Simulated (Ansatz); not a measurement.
# Does this entry for BN lie near equilibrium?

The cell is a COD entry, atoms as given.

```yaml
crystal:
  lattice:
    - [0.00000, 1.80750, 1.80750]
    - [1.80750, 0.00000, 1.80750]
    - [1.80750, 1.80750, 0.00000]
  atoms:
    - { symbol: B, position: [0.00000, 0.00000, 0.00000] }
    - { symbol: N, position: [0.25000, 0.25000, 0.25000] }
```

Atom numbers follow the list; atoms alike are taken as one site, whose name carries the number of the first.

Computed with Ansatz: DFT, PBE, plane waves and PAW, scalar-relativistic, 420 eV cutoff, Γ-centred 14×14×14 k-points, Fermi–Dirac smearing 0.02 eV.

(1) Do the atoms and the cell lie near the calculated equilibrium?

Answers

(1) Nearly. The forces vanish, and the pressure is 3.0 GPa.
